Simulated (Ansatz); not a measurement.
# PbS: the cost of one run

Method: DFT PBE, scalar-relativistic, in Ansatz 0.2.0.

### 1 Starting point

The structure is cubic, space group Fm-3m (No. 225). Conventional cell: a = 5.930 Å, b = 5.930 Å, c = 5.930 Å, α = 90.00°, β = 90.00°, γ = 90.00°. Pb (site symmetry m-3m) has 6 S at 2.97 Å as nearest neighbours. Around S (site symmetry m-3m) lie 6 Pb at 2.97 Å.

As a file:

```
CELL_PARAMETERS angstrom
0.00000 2.96500 2.96500
2.96500 0.00000 2.96500
2.96500 2.96500 0.00000
ATOMIC_POSITIONS crystal
Pb 0.00000 0.00000 0.00000
S 0.50000 0.50000 0.50000
```

Atoms are numbered in the order of the input: Pb1, S2.

### 2 After the deformation

Space group Fm-3m before, R-3m after.

### 3 Full-potential LAPW

Contents of input.yaml:

```yaml
crystal:
  lattice:
    - [-0.02965, 2.950175, 2.950175]
    - [2.950175, -0.02965, 2.950175]
    - [2.950175, 2.950175, -0.02965]
  atoms:
    - { symbol: Pb, position: [0.0, 0.0, 0.0] }
    - { symbol: S, position: [0.5, 0.5, 0.5] }
kpoints:
  mp_grid: { grid: [8, 8, 8] }
  band_path:
    path:
      - [0.0, 0.0, 0.0]
      - [0.5, 0.5, 0.5]
      - [0.2525443832, 0.5, 0.7474556168]
      - [-0.2525443832, 0.2525443832, 0.5]
      - [0.0, 0.0, 0.5]
      - [0.0, 0.0, 0.0]
      - [-0.3762721916, 0.0, 0.3762721916]
      - [0.0, 0.3762721916, 0.6237278084]
      - [0.0, 0.5, 0.5]
    npoints: 5
scf:
  occupations: { method: fermi_dirac, width: 0.01 }
hamiltonian:
  xc: pbe
  pseudopotentials: { kind: all_electron, lapw: { basis_error: 0.0005 } }
output:
  forces: true
  stress: true
  eigenvalues: true
```

Command:

```bash
$ ansatz run input.yaml --threads 1 --pin off --max-ram 3072MiB --backend cpu --events-out ev --progress --plain --runs-dir out
```

Q: Estimate wall time and peak memory on 1 thread of Arm Neoverse V1, shared host.

About 23 s, with a peak of 0.38 GiB.
